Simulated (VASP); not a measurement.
# AlN (Fm-3m) in VASP: single point with LDA

Aim: the single point of AlN with LDA.

Program: VASP 6.6.1. These are calculated values, not measurements. Logs are shortened: lines on timing, memory, paths and dates and some standing lists are left out, and cuts for length are marked.

## (1) Starting point

Symmetry: Fm-3m, No. 225, cubic system. The conventional cell has a = 4.069 Å, b = 4.069 Å, c = 4.069 Å, α = 90.00°, β = 90.00°, γ = 90.00°. Al (site symmetry m-3m) has 6 N at 2.03 Å as nearest neighbours. N (site symmetry m-3m) has 6 Al at 2.03 Å as nearest neighbours.

Measurements of this composition are mostly on another form, of space group No. 186.

## (2) Single point, LDA

INCAR reads:

```
ALGO = Fast
EDIFF = 1E-6
ENCUT = 520
ISIF = 2
ISMEAR = 0
LASPH = True
LCHARG = False
LREAL = False
LWAVE = False
NBANDS = 11
NELM = 80
PREC = Accurate
SIGMA = 0.1
```

KPOINTS reads:

```
k-points
0
Gamma
  8 8 8
```

POSCAR reads:

```
AlN
1.0
    0.0000000000      2.0345180000      2.0345180000
    2.0345180000      0.0000000000      2.0345180000
    2.0345180000      2.0345180000      0.0000000000
Al N
1 1
Direct
    0.5000000000      0.5000000000      0.5000000000
    0.0000000000      0.0000000000      0.0000000000
```

Potentials or basis: VASP PAW LDA potentials, release 64 (Al, N).

Started as:

```console
$ cat potpaw_LDA.64/Al/POTCAR potpaw_LDA.64/N/POTCAR > POTCAR
$ mpirun -np 1 vasp_std > vasp.out
```

OUTCAR:

```text
EDIFF = 1E-6
   ENCUT = 520
   ISIF = 2
   ISMEAR = 0
   LASPH = True
   LREAL = False
   NELM = 80
   PREC = Accurate

 ion  position               nearest neighbor table
   1  0.500  0.500  0.500-   2 2.03   2 2.03   2 2.03   2 2.03   2 2.03   2 2.03
   2  0.000  0.000  0.000-   1 2.03   1 2.03   1 2.03   1 2.03   1 2.03   1 2.03

  LATTYP: Found a face centered cubic cell.
 ALAT       =     4.0690360000

  Lattice vectors:

 A1 = (   0.0000000000,   2.0345180000,   2.0345180000)
 A2 = (   2.0345180000,   0.0000000000,   2.0345180000)
 A3 = (   2.0345180000,   2.0345180000,   0.0000000000)

Analysis of symmetry for initial positions (statically):
=====================================================================
 Subroutine PRICEL returns:
 Original cell was already a primitive cell.

 Routine SETGRP: Setting up the symmetry group for a
 face centered cubic supercell.

 Subroutine GETGRP returns: Found 48 space group operations
 (whereof 48 operations were pure point group operations)
 out of a pool of 48 trial point group operations.

The static configuration has the point symmetry O_h .

Analysis of symmetry for dynamics (positions and initial velocities):
=====================================================================
 Subroutine PRICEL returns:
 Original cell was already a primitive cell.

 Routine SETGRP: Setting up the symmetry group for a
 face centered cubic supercell.

 Subroutine GETGRP returns: Found 48 space group operations
 (whereof 48 operations were pure point group operations)
 out of a pool of 48 trial point group operations.

The dynamic configuration has the point symmetry O_h .

 Subroutine INISYM returns: Found 48 space group operations
 (whereof 48 operations are pure point group operations),
 and found     1 'primitive' translations

----------------------------------------------------------------------------------------

                                     Primitive cell

  volume of cell :      16.8428

  direct lattice vectors                    reciprocal lattice vectors
     0.000000000  2.034518000  2.034518000    -0.245758455  0.245758455  0.245758455
     2.034518000  0.000000000  2.034518000     0.245758455 -0.245758455  0.245758455
     2.034518000  2.034518000  0.000000000     0.245758455  0.245758455 -0.245758455

  length of vectors
     2.877242948  2.877242948  2.877242948     0.425666130  0.425666130  0.425666130

  position of ions in fractional coordinates (direct lattice)
     0.500000000  0.500000000  0.500000000
     0.000000000  0.000000000  0.000000000

  ion indices of the primitive-cell ions
   primitive index   ion index
                 1           1
                 2           2

----------------------------------------------------------------------------------------

 KPOINTS: k-points

Automatic generation of k-mesh.
 Grid dimensions read from file:
 generate k-points for:    8    8    8

 Generating k-lattice:

  Cartesian coordinates                     Fractional coordinates (reciprocal lattice)
    -0.030719807  0.030719807  0.030719807     0.125000000  0.000000000  0.000000000
     0.030719807 -0.030719807  0.030719807     0.000000000  0.125000000  0.000000000
     0.030719807  0.030719807 -0.030719807     0.000000000  0.000000000  0.125000000

  Length of vectors
     0.053208266  0.053208266  0.053208266

  Shift w.r.t. Gamma in fractional coordinates (k-lattice)
     0.000000000  0.000000000  0.000000000

 Subroutine IBZKPT returns following result:
 ===========================================

 Found     29 irreducible k-points:

 Following reciprocal coordinates:
            Coordinates               Weight
  0.000000  0.000000  0.000000      1.000000
  0.125000  0.000000  0.000000      8.000000
  0.250000  0.000000  0.000000      8.000000
  0.375000  0.000000  0.000000      8.000000
  0.500000  0.000000  0.000000      4.000000
  0.125000  0.125000  0.000000      6.000000
[... 16 lines left out ...]
  0.500000  0.250000  0.125000     48.000000
 -0.375000  0.250000  0.125000     24.000000
 [... further k-points ...]
   k-points           NKPTS =     29   k-points in BZ     NKDIM =     29   number of bands    NBANDS=     11
   number of dos      NEDOS =    301   number of ions     NIONS =      2
   total plane-waves  NPLWV =  13824
   dimension x,y,z NGX =    24 NGY =   24 NGZ =   24
   dimension x,y,z NGXF=    48 NGYF=   48 NGZF=   48
   ions per type =               1   1
   NGX,Y,Z   is equivalent  to a cutoff of  13.87, 13.87, 13.87 a.u.
   NGXF,Y,Z  is equivalent  to a cutoff of  27.73, 27.73, 27.73 a.u.
 SYSTEM =  unknown system
   PREC   = accura    normal or accurate (medium, high low for compatibility)
   ISTART =      0    job   : 0-new  1-cont  2-samecut
   ICHARG =      2    charge: 1-file 2-atom 10-const
   ISPIN  =      1    spin polarized calculation?
   LNONCOLLINEAR =      F non collinear calculations
   LSORBIT =      F    spin-orbit coupling
   LASPH  =      T    aspherical Exc in radial PAW
   ENCUT  =  520.0 eV  38.22 Ry    6.18 a.u.   5.35  5.35  5.35*2*pi/ulx,y,z
   NELM   =     80;   NELMIN=  2; NELMDL= -5     # of ELM steps
   EDIFF  = 0.1E-05   stopping-criterion for ELM
   LREAL  =      F    real-space projection
   EDIFFG = 0.1E-04   stopping-criterion for IOM
   NSW    =      0    number of steps for IOM
   IBRION =     -1    ionic relax: 0-MD 1-quasi-New 2-CG
   NFREE  =      0    steps in history (QN), initial steepest desc. (CG)
   ISIF   =      2    stress and relaxation
   ISYM   =      2    0-nonsym 1-usesym 2-fastsym
   POTIM  = 0.5000    time-step for ionic-motion
   TEBEG  =    0.0;   TEEND  =   0.0 temperature during run
   PSTRESS=    0.0 pullay stress
   NELECT =       8.0000    total number of electrons
   NUPDOWN=      -1.0000    fix difference up-down
   EMIN   =  10.00;   EMAX   =-10.00  energy-range for DOS
   EFERMI =   0.00;   METHOD = LEGACY
   ISMEAR =     0;   SIGMA  =   0.10  broadening in eV -4-tet -1-fermi 0-gaus
   EFERMI_NEDOS =   21; number of points for ismear=-14 and -15
   IALGO  =     68    algorithm
   IMIX   =      4    mixing-type and parameters
     AMIX     =   0.40;   BMIX     =  1.00
     AMIX_MAG =   1.60;   BMIX_MAG =  1.00
  volume/ion in A,a.u.               =       8.42        56.83
  Fermi-wavevector in a.u.,A,eV,Ry     =   1.277321  2.413786 22.198561  1.631548
  Thomas-Fermi vector in A             =   2.409927
   LORBIT       =      0    0 simple, 1 ext, 2 COOP (PROOUT), +10 PAW based schemes
   GGA     = CA    functional components
   LHFCALC =     F    Hartree Fock is set to
   AEXX    =    0.0000 exact exchange contribution
   IVDW    =     0    specifies the selected vdW correction
   LEPSILON=     F    determine dielectric tensor
   LRPA    =     F    only Hartree local field effects (RPA)
 non-spin polarized calculation
 RMM-DIIS sequential band-by-band and
 Gauss-broadening in eV      SIGMA  =   0.10
  energy-cutoff  :      520.00
  volume of cell :       16.84
 maximum number of plane-waves:       469
 NGX is ok and might be reduce to    24
   NGX = 11   NGY = 11   NGZ = 11

 number of electron       8.0000000 magnetization

 Free energy of the ion-electron system (eV)
  ---------------------------------------------------
  ext. energy  EPLUGINS =         0.00000000
  ---------------------------------------------------
  free energy    TOTEN  =       -16.20812440 eV

  energy without entropy =      -16.20812440  energy(sigma->0) =      -16.20812440

 E-fermi :   9.8818     XC(G=0): -12.4849

 val. band max:        9.4637616360   @ k =   0.0000   0.0000   0.0000
 cond. band min:      13.7447878429   @ k =   0.5000   0.5000   0.0000
 fundamental gap:      4.2810262069
 Fermi energy:         9.8818326737

 k-point     1 :       0.0000    0.0000    0.0000
  band No.  band energies     occupation
      1      -7.7711      2.00000
      2       9.4638      2.00000
      3       9.4638      2.00000
      4       9.4638      2.00000
      5      14.9629      0.00000
      6      21.4291      0.00000
      7      21.4291      0.00000
      8      21.4291      0.00000
      9      26.6008      0.00000
     10      26.9596      0.00000
     11      26.9596      0.00000

 k-point     2 :       0.1250    0.0000    0.0000
  band No.  band energies     occupation
      1      -7.4541      2.00000
      2       7.9877      2.00000
      3       9.2839      2.00000
      4       9.2839      2.00000
      5      15.8078      0.00000
      6      20.2776      0.00000
      7      21.8247      0.00000
      8      21.8247      0.00000
      9      24.9314      0.00000
     10      24.9314      0.00000
     11      27.0740      0.00000

 k-point     3 :       0.2500    0.0000    0.0000
  band No.  band energies     occupation
      1      -6.5503      2.00000
      2       5.1836      2.00000
      3       8.8930      2.00000
      4       8.8930      2.00000
      5      16.1766      0.00000
      6      20.3287      0.00000
      7      21.4667      0.00000
      8      21.4667      0.00000
      9      25.3142      0.00000
     10      25.3142      0.00000
     11      26.0925      0.00000

 k-point     4 :       0.3750    0.0000    0.0000
  band No.  band energies     occupation
      1      -5.2845      2.00000
      2       2.5168      2.00000
      3       8.5497      2.00000
      4       8.5497      2.00000
      5      15.6902      0.00000
      6      20.4917      0.00000
      7      20.4917      0.00000
      8      21.6890      0.00000
      9      25.3228      0.00000
     10      27.8661      0.00000
     11      27.8661      0.00000

 k-point     5 :       0.5000    0.0000    0.0000
  band No.  band energies     occupation
      1      -4.5073      2.00000
      2       1.2390      2.00000
      3       8.4185      2.00000
      4       8.4185      2.00000
      5      15.4722      0.00000
      6      20.1180      0.00000
      7      20.1180      0.00000
      8      22.2974      0.00000
      9      25.1450      0.00000
     10      29.6792      0.00000
     11      29.6792      0.00000
[... 211 lines left out ...]
 k-point    21 :       0.5000    0.5000    0.0000
  band No.  band energies     occupation
      1      -3.5222      2.00000
      2       2.1790      2.00000
      3       6.6998      2.00000
      4       6.6998      2.00000
      5      13.7448      0.00000
      6      14.6942      0.00000
      7      23.1267      0.00000
      8      26.1570      0.00000
      9      26.1570      0.00000
     10      32.2292      0.00000
     11      34.9998      0.00000

 k-point    22 :       0.3750    0.2500    0.1250
  band No.  band energies     occupation
      1      -5.8033      2.00000
      2       4.8210      2.00000
      3       6.9421      2.00000
      4       8.3096      2.00000
      5      17.8112      0.00000
      6      18.1440      0.00000
      7      19.4089      0.00000
      8      22.9212      0.00000
      9      24.3187      0.00000
     10      28.6638      0.00000
     11      30.3902      0.00000

 k-point    23 :       0.5000    0.2500    0.1250
  band No.  band energies     occupation
      1      -4.6654      2.00000
      2       3.0882      2.00000
      3       6.0400      2.00000
      4       7.7782      2.00000
      5      17.5593      0.00000
      6      18.3197      0.00000
      7      20.0419      0.00000
      8      22.3269      0.00000
      9      26.0111      0.00000
     10      29.1372      0.00000
     11      30.8994      0.00000

 k-point    24 :      -0.3750    0.2500    0.1250
  band No.  band energies     occupation
      1      -4.0076      2.00000
      2       2.1150      2.00000
      3       5.8258      2.00000
      4       7.5120      2.00000
      5      17.6822      0.00000
      6      17.7058      0.00000
      7      21.4602      0.00000
      8      21.8576      0.00000
      9      27.2323      0.00000
     10      27.9925      0.00000
     11      31.4337      0.00000

 [... further k-points ...]

------------------------ aborting loop because EDIFF is reached ----------------------------------------

  FORCE on cell =-STRESS in cart. coord.  units (eV):
  Direction    XX          YY          ZZ          XY          YZ          ZX
  --------------------------------------------------------------------------------------
  -------------------------------------------------------------------------------------
  Total       -1.0856494     -1.0856494     -1.0856494     -0.0000000     -0.0000000      0.0000000
  in kB     -103.2727145   -103.2727145   -103.2727145     -0.0000000     -0.0000000      0.0000000
  external PRESSURE =    -103.2727145 kB  Pullay stress =       0.0000000 kB

 VOLUME and BASIS-vectors are now :
 -----------------------------------------------------------------------------
  energy-cutoff  :      520.00
  volume of cell :       16.84
      direct lattice vectors                 reciprocal lattice vectors
     0.000000000  2.034518000  2.034518000    -0.245758455  0.245758455  0.245758455
     2.034518000  0.000000000  2.034518000     0.245758455 -0.245758455  0.245758455
     2.034518000  2.034518000  0.000000000     0.245758455  0.245758455 -0.245758455

 POSITION                                       TOTAL-FORCE (eV/Angst)
 -----------------------------------------------------------------------------------
      2.03452      2.03452      2.03452         0.000000     -0.000000      0.000000
      0.00000      0.00000      0.00000         0.000000      0.000000     -0.000000
 -----------------------------------------------------------------------------------
    total drift:                                0.000000     -0.000000     -0.000000

  FREE ENERGIE OF THE ION-ELECTRON SYSTEM (eV)
  ---------------------------------------------------
  free  energy   TOTEN  =       -16.2081243990 eV

  energy  without entropy=      -16.2081243990  energy(sigma->0) =      -16.20812440
```

It used 5.2 s of CPU time on 1 thread of Intel(R) Xeon(R) Platinum 8488C (Sapphire Rapids), on a shared host, which was overloaded at the time.

What came out:

```yaml
Free_energy: -16.2081 eV
Pressure: -10.3 GPa
Band_gap_on_the_k_mesh: 4.28 eV, indirect (least direct gap 5.50 eV)
```

A k mesh can miss the band edges. LDA gaps usually lie below the measured ones, often by a third to a half.
